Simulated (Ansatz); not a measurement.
# Ti6H: the cost of one run

Method: DFT PBE, scalar-relativistic, plane waves, PAW, in Ansatz 0.2.0.

5 further runs of the same task are left out: 5 set aside as unsound or not needed.

## (1) Starting point

The structure is orthorhombic, space group Pmm2 (No. 25). The conventional cell has a = 2.832 Å, b = 4.580 Å, c = 23.551 Å, α = 90.00°, β = 90.00°, γ = 90.00°. Ti (site symmetry mm2) has 7 Ti at 2.64 to 3.00 Å as nearest neighbours. Ti (site symmetry mm2) has 12 Ti at 2.83 to 3.03 Å as nearest neighbours. Ti (site symmetry mm2) is surrounded by 11 Ti at 2.64 to 3.00 Å. Ti (site symmetry mm2) has 5 Ti at 2.56 to 2.83 Å as nearest neighbours. Ti (site symmetry mm2) is surrounded by 12 Ti at 2.83 to 2.99 Å. Ti (site symmetry mm2) has 1 H at 2.07 Å as nearest neighbours. H (site symmetry mm2) has 1 Ti at 2.07 Å as nearest neighbours.

As a file:

```xyz
7
Lattice="2.8322 0.0000 0.0000 0.0000 4.5795 0.0000 0.0000 0.0000 23.5511" Properties=species:S:1:pos:R:3 pbc="T T T"
Ti    1.4161    0.0000    4.0000
Ti    0.0000    2.2898    5.3220
Ti    1.4161    0.0000    6.6440
Ti    1.4161    2.2898    7.9954
Ti    0.0000    0.0000    9.2796
Ti    1.4161    2.2898   10.5511
H     1.4161    2.2898   12.6211
```

This is the geometry of the first run shown, built on a cell relaxed beforehand with the same method.

## (2) What is varied

Atoms count from 1 in the order of the input.

H is moved along a line over the surface and along the normal, above a rigid substrate.

First coordinate, position of H7 along the diagonal of the surface cell, from above Ti6: 8 values from 0.00 to 4.71 Å, periodic. Second coordinate, height of H7 above the plane of Ti6: 8 values from 0.07 to 3.67 Å.

Nothing else is relaxed. Points are written as (first, second).

## (3) Point (0.00 Å, 2.07 Å)

The cell repeats along c, and a dipole correction in the vacuum removes the field between the copies.

Input file input.yaml:

```yaml
crystal:
  lattice:
    - [2.8321726458, 0.0, 0.0]
    - [0.0, 4.5795363026, 0.0]
    - [0.0, 0.0, 23.5510893874]
  atoms:
    - { symbol: Ti, position: [0.5, 0.0, 0.1698435233] }
    - { symbol: Ti, position: [0.0, 0.5, 0.2259767339] }
    - { symbol: Ti, position: [0.5, 0.0, 0.2821099444] }
    - { symbol: Ti, position: [0.5, 0.5, 0.3394934593] }
    - { symbol: Ti, position: [0.0, 0.0, 0.3940191404] }
    - { symbol: Ti, position: [0.5, 0.5, 0.4480085492] }
    - { symbol: H, position: [0.5, 0.5, 0.5359025725] }
basis:
  ecutwfc: 420
kpoints:
  mp_grid: { grid: [9, 6, 1] }
hamiltonian:
  xc: pbe
scf:
  occupations: { method: gaussian, width: 0.1 }
output:
  forces: true
  eigenvalues: true
  write_density: true
  write_potential: true
  elf: true
  volumetric_format: npy
efield:
  axis: 3
  dipole_correction: true
  ramp_width: 0.04
```

Run with:

```
$ ansatz run input.yaml --threads 1 --pin off --max-ram 3072MiB --backend cpu --events-out ev --progress --plain --runs-dir out
```

What time and memory should one allow on 1 thread of Arm Neoverse V2, shared host?

About 31 s, with a peak of 0.51 GiB.
